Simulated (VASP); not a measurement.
A run of VASP 6.6.1:

File INCAR:

```
SYSTEM = TiSe
ALGO     = Normal         ! electronic algorithm
EDIFF    = 1E-7           ! SCF threshold, eV
ENCUT    = 520            ! plane-wave cutoff, eV
GGA      = PS             ! functional
ISIF     = 2              ! what is computed and relaxed
ISMEAR   = 0              ! smearing method
ISPIN    = 2              ! spin polarisation
LASPH    = .TRUE.         ! aspherical terms in the spheres
LCHARG   = .TRUE.         ! write CHGCAR
LDAU     = .TRUE.         ! DFT+U
LDAUJ    = 0 0          
LDAUL    = 2 -1           ! shell
LDAUPRINT= 1            
LDAUTYPE = 2            
LDAUU    = 8 0            ! U, eV
LELF     = .TRUE.         ! ELF
LMAXMIX  = 4              ! l up to which the mixer works
LORBIT   = 11             ! projections on sites
LREAL    = .FALSE.        ! projectors in reciprocal space
LVHAR    = .TRUE.       
LWAVE    = .FALSE.        ! write WAVECAR
MAGMOM   = 1 0            ! initial moments
NBANDS   = 20             ! bands
NELM     = 100            ! most SCF steps
PREC     = Accurate       ! precision mode
SIGMA    = 0.05           ! smearing width, eV
```

Contents of KPOINTS:

```
k-points
0
G
  6 6 6
  0 0 0
```

Contents of POSCAR:

```
TiSe
1.0
    3.4034008100      0.0000000000      0.0000000000
    0.0000000000      3.4034008100      0.0000000000
    0.0000000000      0.0000000000      3.4034008100
Ti Se
1 1
Direct
    0.0000000000      0.0000000000      0.0000000000
    0.5000000000      0.5000000000      0.5000000000
```

Potentials or basis: VASP PAW PBE potentials, release 64 (Ti_sv, Se).

The run is started by

```bash
$ cat potpaw_PBE.64/Ti_sv/POTCAR potpaw_PBE.64/Se/POTCAR > POTCAR
$ mpirun -np 1 vasp_std > vasp.out
```

Hardware: 1 thread of Intel(R) Xeon(R) Platinum 8488C (Sapphire Rapids), with other jobs on the host.

Task: How long does it take, and how much memory?

Result: Wall time 59 s on 1 thread of Intel(R) Xeon(R) Platinum 8488C (Sapphire Rapids) (shared host), peak memory 0.18 GiB. Counts: scf iterations 41, k points 20.
